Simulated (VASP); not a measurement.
Set up this calculation in VASP 6.6.1, as the native input.

```
Task                   : band structure
Functional             : r2SCAN
Potentials or basis    : VASP PAW PBE potentials, release 64 (Ta_pv, N)
Cutoff                 : 520 eV
k mesh                 : 7 × 7 × 4
Occupations            : fermi-dirac, width 0.05 eV
Spin                   : no spin polarisation
Further INCAR settings : ALGO = Normal; EDIFF = 1e-06
```

The structure of TaN lies in POSCAR:

```
TaN
1.0
    2.9217699809      0.0000000000      0.0000000000
   -1.4608849905      2.5303270275      0.0000000000
    0.0000000000      0.0000000000      5.9165150000
Ta N
2 2
Direct
    0.0000000000      0.0000000000      0.5000000000
    0.0000000000      0.0000000000      0.0000000000
    0.3333333333      0.6666666667      0.2500000000
    0.6666666667      0.3333333333      0.7500000000
```

The cell comes from a database or a generator and needn't be the stable form of this composition.

These files were run (other wordings do the same):

INCAR

```
  PREC = Accurate
  ENCUT = 520
  EDIFF = 1E-6
  ISMEAR = -1
  SIGMA = 0.05
  LREAL = F
  LASPH = T
  NELM = 100
  ALGO = Normal
  ISIF = 2
  LWAVE = F
  LCHARG = F
  LMAXMIX = 4
  METAGGA = R2SCAN
  LMIXTAU = T
```

KPOINTS

```
Automatic mesh
0
Gamma
  7 7 4
```

KPOINTS_OPT

```
path GMKGALHA,LM,KH
10
line-mode
reciprocal
 0.0000000000  0.0000000000  0.0000000000  G
 0.5000000000  0.0000000000  0.0000000000  M

 0.5000000000  0.0000000000  0.0000000000  M
 0.3333333333  0.3333333333  0.0000000000  K

 0.3333333333  0.3333333333  0.0000000000  K
 0.0000000000  0.0000000000  0.0000000000  G

 0.0000000000  0.0000000000  0.0000000000  G
 0.0000000000  0.0000000000  0.5000000000  A

 0.0000000000  0.0000000000  0.5000000000  A
 0.5000000000  0.0000000000  0.5000000000  L

 0.5000000000  0.0000000000  0.5000000000  L
 0.3333333333  0.3333333333  0.5000000000  H

 0.3333333333  0.3333333333  0.5000000000  H
 0.0000000000  0.0000000000  0.5000000000  A

 0.5000000000  0.0000000000  0.5000000000  L
 0.5000000000  0.0000000000  0.0000000000  M

 0.3333333333  0.3333333333  0.0000000000  K
 0.3333333333  0.3333333333  0.5000000000  H
```

Potentials or basis: VASP PAW PBE potentials, release 64 (Ta_pv, N).

Command:

```sh
$ cat potpaw_PBE.64/Ta_pv/POTCAR potpaw_PBE.64/N/POTCAR > POTCAR
$ mpirun -np 1 vasp_std > vasp.out
```

It gave:

- Pressure: -4.3 GPa
- Band gap along the path: none (metal or under the smearing width)

Caveat: the PAW data sets were made with another functional, which shifts forces and pressure a little; spin-orbit coupling is left out, which moves the levels of the heavy elements.

It took 3.2 min on 1 thread of AMD EPYC 9R45 96-Core Processor (Zen 5), with other jobs on the host, peak memory 0.15 GiB.
